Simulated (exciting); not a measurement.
A run of exciting (release sodium) is set up as follows.

File input.xml:

```xml
<input>
  <title>GaAs</title>
  <structure speciespath="./" tshift="false">
    <crystal scale="1">
      <basevect>0.000000000000 5.341972295398 5.341972295398</basevect>
      <basevect>5.341972295398 0.000000000000 5.341972295398</basevect>
      <basevect>5.341972295398 5.341972295398 0.000000000000</basevect>
    </crystal>
    <species speciesfile="As.xml" rmt="2">
      <atom coord="0.750000000000 0.750000000000 0.750000000000"/>
    </species>
    <species speciesfile="Ga.xml" rmt="2">
      <atom coord="0.000000000000 0.000000000000 0.000000000000"/>
    </species>
  </structure>
  <groundstate do="fromscratch" ngridk="7 7 7" rgkmax="7.5" gmaxvr="14" lmaxapw="10" lmaxmat="10" lmaxvr="8" xctype="LDA_PW" stype="Gaussian" swidth="0.00018375" nempty="10" ValenceRelativity="iora*" epsengy="1e-05" epspot="1e-05" maxscl="60" outputlevel="normal"/>
  <properties>
    <wannier do="fromscratch">
      <group fst="12" lst="14" method="opfmax"/>
    </wannier>
  </properties>
</input>
```

Potentials or basis: all-electron LAPW+lo, shipped species files, valence relativity iora*.

Launch:

```sh
$ OMP_NUM_THREADS=1 exciting_smp
```

Q: What does it give for the total Wannier spread?

A: 10.60 Å² over 3 functions.

Q: What does it give for the band gap on the k mesh?

A: 0.28 eV, direct.

Wannier centres (Å) and spreads (Å²):
```
function       x       y       z  spread
       1  -1.227  -1.050  -1.227   3.532
       2   3.877   4.053   4.427   3.532
       3   4.427   4.053   3.877   3.532
```

**Experimental background.**

“Evidence of valence band perturbations in GaAsN/GaAs(001): A combined variable-angle spectroscopic ellipsometry and modulated photoreflectance investigation”, 2008, arxiv:0805.2212 reports, for a bulk crystal of GaAs at 300 K: band gap 1.412 ± 0.01 eV (direct).

A measured gap of GaAs is 1.412 eV (direct; 300 K; “Evidence of valence band perturbations in GaAsN/GaAs(001): A combined variable-angle spectroscopic ellipsometry and modulated photoreflectance investigation”, 2008, arxiv:0805.2212); the calculated 0.28 eV misses it by -1.14 eV. So large a miss can be the level of theory's own, or it may mean another phase, state or a wrong row. 3 values of this kind are on record (1.412 to 1.51 eV); this one was drawn at random among those near their median, those with a stated uncertainty first. Spin-orbit coupling on As, Ga is left out. The value is that of LDA, without temperature or zero-point motion. Semilocal functionals fall short of measured gaps as a rule.
